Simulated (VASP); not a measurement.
# GaSb (F-43m) in VASP: settings compared

The runs below take GaSb through relaxation of cell and atoms, single point, with revPBE+D4, PBE.

All numbers are computed with VASP 6.6.1; they aren't measurements. Logs are shortened: lines on timing, memory, paths and dates and some standing lists are left out, and cuts for length are marked.

## Step 1: Starting point

The structure is cubic, space group F-43m (No. 216). Conventional cell: a = 6.118 Å, b = 6.118 Å, c = 6.118 Å, α = 90.00°, β = 90.00°, γ = 90.00°. Sb (site symmetry -43m) has 4 Ga at 2.65 Å as nearest neighbours. Ga (site symmetry -43m) is surrounded by 4 Sb at 2.65 Å.

## Step 2: Relaxation of cell and atoms, revPBE+D4

File INCAR:

```
SYSTEM = GaSb
PREC = Accurate ; ENCUT = 600
EDIFF = 1E-6 ; ISMEAR = -1
SIGMA = 0.05 ; LREAL = .False.
LASPH = .True. ; NELM = 60
ALGO = Fast ; ISIF = 3
LWAVE = .False. ; LCHARG = .False.
GGA = RE ; IVDW = 13
IBRION = 2 ; NSW = 60
EDIFFG = -0.01
```

File KPOINTS:

```
regular mesh
0
Gamma
  8 8 8
  0 0 0
```

File POSCAR:

```
GaSb
1.0
    0.0000000000      3.0590000000      3.0590000000
    3.0590000000      0.0000000000      3.0590000000
    3.0590000000      3.0590000000      0.0000000000
Sb Ga
1 1
Direct
    0.7500000000      0.7500000000      0.7500000000
    0.0000000000      0.0000000000      0.0000000000
```

Potentials or basis: VASP PAW PBE potentials, release 64 (Sb, Ga_d).

Command:

```
> cat potpaw_PBE.64/Sb/POTCAR potpaw_PBE.64/Ga_d/POTCAR > POTCAR
> mpirun -np 1 vasp_std > vasp.out
```

OUTCAR:

```text
SYSTEM = GaSb
   PREC = Accurate
   ENCUT = 600
   EDIFF = 1E-6
   ISMEAR = -1
   LREAL = .False.
   LASPH = .True.
   NELM = 60
   ISIF = 3
   GGA = RE
   IVDW = 13
   IBRION = 2
   NSW = 60
   EDIFFG = -0.01

 ion  position               nearest neighbor table
   1  0.750  0.750  0.750-   2 2.65   2 2.65   2 2.65   2 2.65
   2  0.000  0.000  0.000-   1 2.65   1 2.65   1 2.65   1 2.65

  LATTYP: Found a face centered cubic cell.
 ALAT       =     6.1180000000

  Lattice vectors:

 A1 = (   0.0000000000,   3.0590000000,   3.0590000000)
 A2 = (   3.0590000000,   0.0000000000,   3.0590000000)
 A3 = (   3.0590000000,   3.0590000000,   0.0000000000)

Analysis of symmetry for initial positions (statically):
=====================================================================
 Subroutine PRICEL returns:
 Original cell was already a primitive cell.

 Routine SETGRP: Setting up the symmetry group for a
 face centered cubic supercell.

 Subroutine GETGRP returns: Found 24 space group operations
 (whereof 24 operations were pure point group operations)
 out of a pool of 48 trial point group operations.

The static configuration has the point symmetry T_d .

Analysis of symmetry for dynamics (positions and initial velocities):
=====================================================================
 Subroutine PRICEL returns:
 Original cell was already a primitive cell.

 Routine SETGRP: Setting up the symmetry group for a
 face centered cubic supercell.

 Subroutine GETGRP returns: Found 24 space group operations
 (whereof 24 operations were pure point group operations)
 out of a pool of 48 trial point group operations.

The dynamic configuration has the point symmetry T_d .

 Subroutine INISYM returns: Found 24 space group operations
 (whereof 24 operations are pure point group operations),
 and found     1 'primitive' translations

----------------------------------------------------------------------------------------

                                     Primitive cell

  volume of cell :      57.2491

  direct lattice vectors                    reciprocal lattice vectors
     0.000000000  3.059000000  3.059000000    -0.163452109  0.163452109  0.163452109
     3.059000000  0.000000000  3.059000000     0.163452109 -0.163452109  0.163452109
     3.059000000  3.059000000  0.000000000     0.163452109  0.163452109 -0.163452109

  length of vectors
     4.326079287  4.326079287  4.326079287     0.283107357  0.283107357  0.283107357

  position of ions in fractional coordinates (direct lattice)
     0.750000000  0.750000000  0.750000000
     0.000000000  0.000000000  0.000000000

  ion indices of the primitive-cell ions
   primitive index   ion index
                 1           1
                 2           2

----------------------------------------------------------------------------------------

 KPOINTS: regular mesh

Automatic generation of k-mesh.
 Grid dimensions read from file:
 generate k-points for:    8    8    8

 Generating k-lattice:

  Cartesian coordinates                     Fractional coordinates (reciprocal lattice)
    -0.020431514  0.020431514  0.020431514     0.125000000  0.000000000  0.000000000
     0.020431514 -0.020431514  0.020431514     0.000000000  0.125000000  0.000000000
     0.020431514  0.020431514 -0.020431514     0.000000000  0.000000000  0.125000000

  Length of vectors
     0.035388420  0.035388420  0.035388420

  Shift w.r.t. Gamma in fractional coordinates (k-lattice)
     0.000000000  0.000000000  0.000000000

 Subroutine IBZKPT returns following result:
 ===========================================

 Found     29 irreducible k-points:

 Following reciprocal coordinates:
            Coordinates               Weight
  0.000000  0.000000  0.000000      1.000000
  0.125000  0.000000  0.000000      8.000000
  0.250000  0.000000  0.000000      8.000000
  0.375000  0.000000  0.000000      8.000000
  0.500000  0.000000  0.000000      4.000000
  0.125000  0.125000  0.000000      6.000000
[... 16 lines left out ...]
  0.500000  0.250000  0.125000     48.000000
 -0.375000  0.250000  0.125000     24.000000
 [... further k-points ...]
   k-points           NKPTS =     29   k-points in BZ     NKDIM =     29   number of bands    NBANDS=     13
   number of dos      NEDOS =    301   number of ions     NIONS =      2
   total plane-waves  NPLWV =  46656
   dimension x,y,z NGX =    36 NGY =   36 NGZ =   36
   dimension x,y,z NGXF=    72 NGYF=   72 NGZF=   72
   ions per type =               1   1
   NGX,Y,Z   is equivalent  to a cutoff of  13.83, 13.83, 13.83 a.u.
   NGXF,Y,Z  is equivalent  to a cutoff of  27.67, 27.67, 27.67 a.u.
 SYSTEM =  GaSb
   PREC   = accura    normal or accurate (medium, high low for compatibility)
   ISTART =      0    job   : 0-new  1-cont  2-samecut
   ICHARG =      2    charge: 1-file 2-atom 10-const
   ISPIN  =      1    spin polarized calculation?
   LNONCOLLINEAR =      F non collinear calculations
   LSORBIT =      F    spin-orbit coupling
   LASPH  =      T    aspherical Exc in radial PAW
   ENCUT  =  600.0 eV  44.10 Ry    6.64 a.u.   8.64  8.64  8.64*2*pi/ulx,y,z
   NELM   =     60;   NELMIN=  2; NELMDL= -5     # of ELM steps
   EDIFF  = 0.1E-05   stopping-criterion for ELM
   LREAL  =      F    real-space projection
   EDIFFG = -.1E-01   stopping-criterion for IOM
   NSW    =     60    number of steps for IOM
   IBRION =      2    ionic relax: 0-MD 1-quasi-New 2-CG
   NFREE  =      1    steps in history (QN), initial steepest desc. (CG)
   ISIF   =      3    stress and relaxation
   ISYM   =      2    0-nonsym 1-usesym 2-fastsym
   POTIM  = 0.5000    time-step for ionic-motion
   TEBEG  =    0.0;   TEEND  =   0.0 temperature during run
   PSTRESS=    0.0 pullay stress
   NELECT =      18.0000    total number of electrons
   NUPDOWN=      -1.0000    fix difference up-down
   EMIN   =  10.00;   EMAX   =-10.00  energy-range for DOS
   EFERMI =   0.00;   METHOD = LEGACY
   ISMEAR =    -1;   SIGMA  =   0.05  broadening in eV -4-tet -1-fermi 0-gaus
   EFERMI_NEDOS =   21; number of points for ismear=-14 and -15
   IALGO  =     68    algorithm
   IMIX   =      4    mixing-type and parameters
     AMIX     =   0.40;   BMIX     =  1.00
     AMIX_MAG =   1.60;   BMIX_MAG =  1.00
  volume/ion in A,a.u.               =      28.62       193.17
  Fermi-wavevector in a.u.,A,eV,Ry     =   1.113208  2.103657 16.860766  1.239231
  Thomas-Fermi vector in A             =   2.249790
   LORBIT       =      0    0 simple, 1 ext, 2 COOP (PROOUT), +10 PAW based schemes
   GGA     = RE    functional components
   LHFCALC =     F    Hartree Fock is set to
   AEXX    =    0.0000 exact exchange contribution
   IVDW    =    13    specifies the selected vdW correction
   LEPSILON=     F    determine dielectric tensor
   LRPA    =     F    only Hartree local field effects (RPA)
 conjugate gradient relaxation of ions
 non-spin polarized calculation
 RMM-DIIS sequential band-by-band and
  energy-cutoff  :      600.00
  volume of cell :       57.25
 maximum number of plane-waves:      1926
   NGX = 17   NGY = 17   NGZ = 17

--------------------------------------- Ionic step        1  -------------------------------------------

 number of electron      18.0000006 magnetization

 Free energy of the ion-electron system (eV)
  ---------------------------------------------------
  ext. energy  EPLUGINS =         0.00000000
  ---------------------------------------------------
  free energy    TOTEN  =        -6.75779850 eV

  energy without entropy =       -6.75739346  energy(sigma->0) =       -6.75759598

------------------------ aborting loop because EDIFF is reached ----------------------------------------

  DFT-D4 for vdW energy calculation

  Edisp (eV):   -1.32262

  FORCE on cell =-STRESS in cart. coord.  units (eV):
  Direction    XX          YY          ZZ          XY          YZ          ZX
  --------------------------------------------------------------------------------------
  -------------------------------------------------------------------------------------
  Total      -0.21278    -0.21278    -0.21278     0.00000     0.00000    -0.00000
  in kB      -5.95490    -5.95490    -5.95490     0.00000     0.00000    -0.00000
  external pressure =       -5.95 kB  Pullay stress =        0.00 kB
[... 61 lines left out ...]
  energy  without entropy=       -8.0812410660  energy(sigma->0) =       -8.08136038

--------------------------------------- Ionic step        3  -------------------------------------------

 number of electron      18.0000007 magnetization

 Free energy of the ion-electron system (eV)
  ---------------------------------------------------
  ext. energy  EPLUGINS =         0.00000000
  ---------------------------------------------------
  free energy    TOTEN  =        -6.74220616 eV

  energy without entropy =       -6.74192565  energy(sigma->0) =       -6.74206590

 E-fermi :   5.1944     XC(G=0):  -9.0179

 val. band max:        5.0675047742   @ k =   0.0000   0.0000   0.0000
 cond. band min:       5.2561566257   @ k =   0.0000   0.0000   0.0000
 fundamental gap:      0.1886518514
 Fermi energy:         5.1944102076

 k-point     1 :       0.0000    0.0000    0.0000
  band No.  band energies     occupation
      1      -9.9942      2.00000
      2      -9.9942      2.00000
      3      -9.9942      2.00000
      4      -9.9430      2.00000
      5      -9.9430      2.00000
      6      -6.4647      2.00000
      7       5.0675      1.85355
      8       5.0675      1.85354
      9       5.0675      1.85354
     10       5.2562      0.45064
     11       7.8506      0.00000
     12       7.8506      0.00000
     13       7.8506      0.00000
[... 353 lines left out ...]
 k-point    24 :      -0.3750    0.2500    0.1250
  band No.  band energies     occupation
      1     -10.0281      2.00000
      2      -9.9799      2.00000
      3      -9.9768      2.00000
      4      -9.9461      2.00000
      5      -9.9427      2.00000
      6      -4.4542      2.00000
      7      -1.2995      2.00000
      8       1.9484      2.00000
      9       3.1484      2.00000
     10       7.4353      0.00000
     11       8.5404      0.00000
     12      10.4973      0.00000
     13      11.5712      0.00000

 [... further k-points ...]

------------------------ aborting loop because EDIFF is reached ----------------------------------------

  DFT-D4 for vdW energy calculation

  Edisp (eV):   -1.33941

  FORCE on cell =-STRESS in cart. coord.  units (eV):
  Direction    XX          YY          ZZ          XY          YZ          ZX
  --------------------------------------------------------------------------------------
  -------------------------------------------------------------------------------------
  Total      -0.00360    -0.00360    -0.00360    -0.00000     0.00000     0.00000
  in kB      -0.10178    -0.10178    -0.10178    -0.00000     0.00000     0.00000
  external pressure =       -0.10 kB  Pullay stress =        0.00 kB
[... 17 lines left out ...]
  FREE ENERGIE OF THE ION-ELECTRON SYSTEM (eV)
  ---------------------------------------------------
  free  energy   TOTEN  =        -8.0816194660 eV

  energy  without entropy=       -8.0813389579  energy(sigma->0) =       -8.08147921

 reached required accuracy - stopping structural energy minimisation
```

It took 2.8 min on 1 thread of AMD EPYC, shared host; peak memory 0.18 GiB.

Results:

```yaml
Free_energy: -8.0816 eV
Relaxed_volume: 28.30 Å³/atom
Relaxed_cell: a = 4.310 Å, b = 4.310 Å, c = 4.310 Å, α = 60.00°, β = 60.00°, γ = 60.00°
Space_group_after_relaxing_to_0.05_Å: F-43m (No. 216)
Energy_gained_by_relaxing: 0.6 meV/atom
Ionic_steps: 3
Pressure_after_relaxing: 0.0 GPa
Band_gap_on_the_k_mesh: 0.19 eV, direct
Dispersion_energy_per_atom: -0.670 eV
```

Step by step:
```
step  energy change (eV)  largest force (eV/Å)  pressure (GPa)  volume (Å³)
   1              0.0000                0.0000           -0.60        57.25
   2             -0.0011                0.0000            0.22        56.37
   3             -0.0012                0.0000           -0.01        56.60
```

Final structure:
```cif
data_structure
_symmetry_space_group_name_H-M 'P 1'
_symmetry_Int_Tables_number 1
_cell_length_a 4.3096
_cell_length_b 4.3096
_cell_length_c 4.3096
_cell_angle_alpha 60.000
_cell_angle_beta 60.000
_cell_angle_gamma 60.000
_cell_volume 56.60
loop_
_atom_site_label
_atom_site_type_symbol
_atom_site_fract_x
_atom_site_fract_y
_atom_site_fract_z
_atom_site_occupancy
Sb1 Sb 0.75000 0.75000 0.75000 1
Ga1 Ga 0.00000 0.00000 0.00000 1
```

Caveat: the PAW data sets were made with another functional, which shifts forces and pressure a little; spin-orbit coupling is left out, which moves the levels of the heavy elements. A k mesh can miss the band edges.

## Step 3: Single point, PBE, spin-orbit coupling, no magnetisation

File INCAR:

```
PREC = Accurate ; ENCUT = 750
EDIFF = 1E-8 ; ISMEAR = 0
SIGMA = 0.02 ; LREAL = False
LASPH = True ; NELM = 100
ALGO = Normal ; ISIF = 2
LWAVE = False ; LCHARG = False
MAGMOM = 0 0 0 0 0 0 ; LORBIT = 11
LSORBIT = True ; GGA_COMPAT = False
GGA = PE ; NBANDS = 34
```

File KPOINTS:

```
Automatic mesh
0
Gamma
  9 9 9
```

POSCAR is that of step 2.

Potentials or basis: VASP PAW PBE potentials, release 64 (Sb, Ga_d).

Command:

```
> cat potpaw_PBE.64/Sb/POTCAR potpaw_PBE.64/Ga_d/POTCAR > POTCAR
> mpirun -np 1 vasp_ncl > vasp.out
```

Run time: 4.7 min. Hardware: 1 thread of Intel Xeon 6975P-C (Granite Rapids), shared host; peak memory 0.64 GiB.

The run converged. Its results:

* Free energy: -7.4168 eV
* Pressure: 2.5 GPa
* Valence electrons inside the program's atomic spheres: Sb 2.50; Ga 11.64

## Step 4: Relaxation of cell and atoms, PBE, target pressure 2 GPa, at which the enthalpy is minimised

File INCAR:

```
PREC = Accurate ; ENCUT = 600
EDIFF = 1E-7 ; ISMEAR = -1
SIGMA = 0.05 ; LREAL = F
LASPH = T ; NELM = 80
ALGO = Normal ; ISIF = 3
LWAVE = F ; LCHARG = F
GGA = PE ; IBRION = 2
NSW = 60 ; EDIFFG = -0.02
PSTRESS = 20
```

File KPOINTS:

```
regular mesh
0
Gamma
  8 8 8
```

POSCAR is that of step 3.

Command:

```
> cat potpaw_PBE.64/Sb/POTCAR potpaw_PBE.64/Ga_d/POTCAR > POTCAR
> mpirun -np 1 vasp_std > vasp.out
```

Wall time 86 s (1 thread of AMD EPYC 7R13 (Zen 3), shared host); peak memory 0.19 GiB.

Results (log left out):

| Property | Result |
| --- | --- |
| Free energy | -7.3519 eV |
| Relaxed volume | 28.84 Å³/atom |
| Relaxed cell | a = 4.337 Å, b = 4.337 Å, c = 4.337 Å, α = 60.00°, β = 60.00°, γ = 60.00° |
| Space group after relaxing (to 0.05 Å) | F-43m (No. 216) |
| Energy change on relaxing (the enthalpy is what falls) | -2.9 meV/atom |
| Ionic steps | 3 |
| Pressure after relaxing | 2.0 GPa |
| Band gap on the k mesh | none (metal or under the smearing width) |

Step by step:
```tsv
step	energy change (eV)	largest force (eV/Å)	pressure (GPa)	volume (Å³)
1	0.0000	0.0000	2.40	57.25
2	-0.0079	0.0000	1.86	57.85
3	-0.0059	0.0000	2.01	57.68
```

Final structure:
```cif
data_structure
_symmetry_space_group_name_H-M 'P 1'
_symmetry_Int_Tables_number 1
_cell_length_a 4.3368
_cell_length_b 4.3368
_cell_length_c 4.3368
_cell_angle_alpha 60.000
_cell_angle_beta 60.000
_cell_angle_gamma 60.000
_cell_volume 57.68
loop_
_atom_site_label
_atom_site_type_symbol
_atom_site_fract_x
_atom_site_fract_y
_atom_site_fract_z
_atom_site_occupancy
Sb1 Sb 0.75000 0.75000 0.75000 1
Ga1 Ga 0.00000 0.00000 0.00000 1
```

Levels at points of the mesh, in eV from the Fermi level:
| k point | band 7 | band 8 | band 9 | band 10 | band 11 | band 12 |
| --- | --- | --- | --- | --- | --- | --- |
| (0.00, 0.00, 0.00) | -0.07 | -0.05 | -0.05 | -0.05 | 2.72 | 2.72 |
| (0.50, 0.00, 0.00) | -6.38 | -1.20 | -1.20 | 0.33 | 3.69 | 3.69 |
| (0.50, 0.50, 0.00) | -6.83 | -2.60 | -2.60 | 0.86 | 1.21 | 8.58 |

Caveat: the cell is relaxed towards a set pressure, so the enthalpy falls and the energy may rise. PBE usually gives volumes a little too large and moduli too small.

(Part 1 of 2 ends here.)
